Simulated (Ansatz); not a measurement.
The cell was built from the WC type and relaxed in the same program, and has space group P-6m2; it needn't be a known or the stable phase.

An input for GaAs: DFT, r2SCAN, PAW with Ansatz's default frozen-core files, scalar-relativistic (Ansatz 0.2.0). The PAW files were made with PBE; their cores are remade for this functional.

Command: `ansatz run input.yaml --threads 1 --pin off --max-ram 2048MiB --backend cpu --events-out ev --progress --plain --runs-dir out` The run took 8.9 s on 1 thread of AMD EPYC 9R45 96-Core Processor (Zen 5), with other jobs on the host, peak memory 0.58 GiB.

```yaml
crystal:
  lattice:
    - [3.8404235174, 0.0, 0.0]
    - [-1.9202117587, 3.3259043274, 0.0]
    - [0.0, 0.0, 3.240276684]
  atoms:
    - { symbol: Ga, position: [0.0, 0.0, 0.0] }
    - { symbol: As, position: [0.3333333333, 0.6666666667, 0.5] }
kpoints:
  mp_grid: { grid: [13, 13, 11] }
  band_path:
    path:
      - [0.0, 0.0, 0.0]
      - [0.5, 0.0, 0.0]
      - [0.3333333333, 0.3333333333, 0.0]
      - [0.0, 0.0, 0.0]
      - [0.0, 0.0, 0.5]
      - [0.5, 0.0, 0.5]
      - [0.3333333333, 0.3333333333, 0.5]
      - [0.0, 0.0, 0.5]
      - [0.5, 0.0, 0.5]
    npoints: 5
scf:
  occupations: { method: fermi_dirac, width: 0.05 }
hamiltonian:
  xc: r2scan
  pseudopotentials: { kind: paw }
output:
  forces: true
  stress: true
  eigenvalues: true
  efg: { contact_densities: true }
```

The results part of the log:

```
SCF 1 converged in 7 iterations: F = -8654.639499 eV  dr2 = 3.90e-9
  greatest PAW one-centre occupation: 0.999 electrons in one spin orbital (limit 2), on the As atom at site 1 (counted from 0), in its partial waves of l = 2
NSCF: frozen V_eff on 41 k-points
SCF converged after 7 iterations
Free energy (F): -8654.639499 eV
Harris-Foulkes:  -8654.639499 eV  (|F-HF|=1.48e-9)
Internal energy: -8654.631755 eV  (E = F + TS)
E sigma→0 (E₀):  -8654.635627 eV
Entropy (-TS):   -0.007744 eV (-3.872 meV/atom)
Fermi energy:    9.537309 eV
--- Per-component energies (eV) ---
  E_band       = -296.732460
  E_kinetic    = 216.341127
  E_local      = -3549.815994  (includes V_loc(G=0)·N_el)
  E_nonlocal   = -244.401067
  E_hartree    = 1809.211202
  E_xc         = -135.878100
  E_vxc        = -143.068239  (∫ρ·V_xc dr)
  E_paw        = -3849.757312  (= ΣΔE_a)
  E_vpaw       = -201.842067  (= ΣTr[D̂ρ^β])
  E_aug_tail   = -0.000048  (compensation charges beyond the density's cutoff)
  E_vtau       = 7.631958  (kinetic-family band-sum trace: ∫τ·v_τ [+ j·A + Jᵃ·Aᵃ] dr)
  E_ewald      = -2898.221086
  E_core_change = -2.110478  (= ΣΔE_core)
  E_smearing   = -0.007744  (= −TS)
  E_closure    = -0.000000  (closes the sum)
  Σ components = -8654.639499   (vs F -8654.639499, Δ=0.00e0)
--- Forces (eV/Å), atoms counted from 1 ---
  atom   1  Ga    -0.00000000    -0.00000000     0.00000000
  atom   2  As     0.00000000     0.00000000     0.00000000
  max |Σ_I F_I| component: 1.21e-16 eV/Å
--- Stress (GPa, compression-positive) ---
       -2.332386      -0.000000       0.000000
       -0.000000      -2.332386       0.000000
        0.000000       0.000000      -2.578190
  P = ⅓ Tr σ = -2.4143 GPa (-24.143 kbar)
--- PAW observables at the nuclei: V_zz in 10²¹ V/m², potentials from the cell's mean, atoms counted from 1 ---
  atom   1  Ga V_zz =    +0.892830   η = 0.0000   by run symmetry: allowed
            electrostatic potential = -4132.561660 V   contact ρ = 187265.177572 e/Å³
  atom   2  As V_zz =   +13.420009   η = 0.0000   by run symmetry: allowed
            electrostatic potential = -4516.035911 V   contact ρ = 235312.046364 e/Å³
--- Band table (eV; the first three rows and the last of 126) ---
  k-point 0: bands = ["-26.9020", "-26.8743", "-26.8743", "-26.8139", "-26.8139", "-6.0271", "-5.9760", "-5.9760", "-5.9347", "-5.9347", "-4.2314", "8.2831", "8.5079", "8.5079", "9.7805", "13.6342", "13.6342", "15.4729"]
  k-point 1: bands = ["-26.9007", "-26.8747", "-26.8747", "-26.8138", "-26.8138", "-6.0177", "-5.9748", "-5.9748", "-5.9393", "-5.9393", "-4.1195", "7.4937", "8.6139", "8.6139", "9.8974", "13.7246", "13.7246", "16.4267"]
  k-point 2: bands = ["-26.8970", "-26.8758", "-26.8758", "-26.8138", "-26.8138", "-5.9932", "-5.9722", "-5.9722", "-5.9511", "-5.9511", "-3.7874", "5.8619", "8.9220", "8.9220", "10.2292", "13.9746", "13.9746", "17.8403"]
  k-point 125: bands = ["-26.8839", "-26.8803", "-26.8800", "-26.8123", "-26.8117", "-6.0857", "-6.0225", "-5.9625", "-5.9381", "-5.8865", "-0.2342", "4.5085", "4.9050", "6.2192", "7.4406", "9.9060", "16.9958", "18.9212"]
```
